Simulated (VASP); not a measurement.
Crystal: TlBr.

```xyz
2
Lattice="3.9800 0.0000 0.0000 0.0000 3.9800 0.0000 0.0000 0.0000 3.9800" Properties=species:S:1:pos:R:3 pbc="T T T"
Tl    0.0000    0.0000    0.0000
Br    1.9900    1.9900    1.9900
```

| Quantity | Value |
| --- | --- |
| Program | VASP 6.6.1 |
| Task | relaxation of cell and atoms |
| Functional | PBEsol |
| Potentials or basis | VASP PAW PBE potentials, release 64 (Tl_d, Br) |
| Cutoff | 600 eV |
| k mesh | 8 × 8 × 8 |
| Occupations | gaussian, width 0.02 eV |
| Spin | no spin polarisation |

At the start: pressure -1.2 GPa; volume 31.52 Å³/atom.

**Question.** How do energy, volume and symmetry change on relaxing?

**Answer.** Over 3 steps the energy falls by 5.9 meV/atom and the volume is 30.01 Å³/atom (-4.8 %); space group Pm-3m (No. 221, to 0.05 Å).

Step by step:
```
step  energy change (eV)  largest force (eV/Å)  pressure (GPa)  volume (Å³)
   1              0.0000                0.0000           -1.18        63.04
   2             -0.0105                0.0000           -0.41        60.95
   3             -0.0118                0.0000           -0.01        60.02
```

Final structure:
```cif
data_structure
_symmetry_space_group_name_H-M 'P 1'
_symmetry_Int_Tables_number 1
_cell_length_a 3.9153
_cell_length_b 3.9153
_cell_length_c 3.9153
_cell_angle_alpha 90.000
_cell_angle_beta 90.000
_cell_angle_gamma 90.000
_cell_volume 60.02
loop_
_atom_site_label
_atom_site_type_symbol
_atom_site_fract_x
_atom_site_fract_y
_atom_site_fract_z
_atom_site_occupancy
Tl1 Tl 0.00000 0.00000 0.00000 1
Br1 Br 0.50000 0.50000 0.50000 1
```

Caveat: the PAW data sets were made with another functional, which shifts forces and pressure a little.
